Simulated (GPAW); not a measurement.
Runs of GPAW 26.7.0 on Y. The structure is hexagonal, space group P6_3/mmc (No. 194). Conventional cell: a = 3.647 Å, b = 3.647 Å, c = 5.731 Å, α = 90.00°, β = 90.00°, γ = 120.00°. Y (site symmetry -6m2) has 12 Y at 3.56 to 3.65 Å as nearest neighbours. 

```tsv
level	potentials or basis	eigensolver	pressure (GPa)
revPBE	the program's PAW data sets (release 1.2.1) made for this functional, pw	-	0.9
PBE	GPAW PAW data sets (gpaw-data 1.2.1), pw	-	-0.2
LDA	the program's PAW data sets (release 1.2.1) made for this functional, pw	-	(a)
RPBE	the program's PAW data sets (release 1.2.1) made for this functional, pw	-	1.3
PBEsol	PAW data sets generated in the run's folder for this functional, pw	-	(b)
BLYP	PAW data sets generated in the run's folder for this functional, pw	davidson	0.8
```

Alike in all rows: task band structure; no spin polarisation; cell as given; k mesh 8 × 8 × 5; cutoff (eV) 600; smearing fermi-dirac 0.05 eV.

Estimate the missing entries.

(a) -3.8; (b) -2.1.
